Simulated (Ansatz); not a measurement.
The system is PbSe (Clausthalite).

```
Pb Se
1.0
     0.00000    3.06065    3.06065
     3.06065    0.00000    3.06065
     3.06065    3.06065    0.00000
Pb Se
1 1
Cartesian
  0.0000 0.0000 0.0000
  3.0606 3.0606 3.0606
```

Program: Ansatz 0.2.0. Alike in all runs: cell as given; smearing fermi-dirac 0.05 eV; basis error allowed 0.001 eV/atom.

Task: Order these runs on this cell by their pressure, lowest first.
A. level PBEsol; potentials or basis all-electron LAPW, relativistic spinors; spin SOC, no magnetisation; k mesh 6 × 6 × 6; cutoff (eV) 188
B. level PBE; potentials or basis all-electron LAPW, scalar-relativistic; spin off; k mesh 8 × 8 × 8; cutoff (eV) 188
C. level BLYP; potentials or basis all-electron LAPW, scalar-relativistic; spin off; k mesh 8 × 8 × 8; cutoff (eV) 188
D. level PBEsol; potentials or basis all-electron LAPW, non-relativistic; spin off; k mesh 8 × 8 × 8; cutoff (eV) 187
E. level RPBE; potentials or basis all-electron LAPW, scalar-relativistic; spin off; k mesh 8 × 8 × 8; cutoff (eV) 187

Result: A (-1.1 GPa), D (0.8 GPa), B (2.4 GPa), E (4.2 GPa), C (5.9 GPa).

Caveats: relativity is left out, which matters for the heavier elements (some runs).

Not every run made on this cell is shown here.
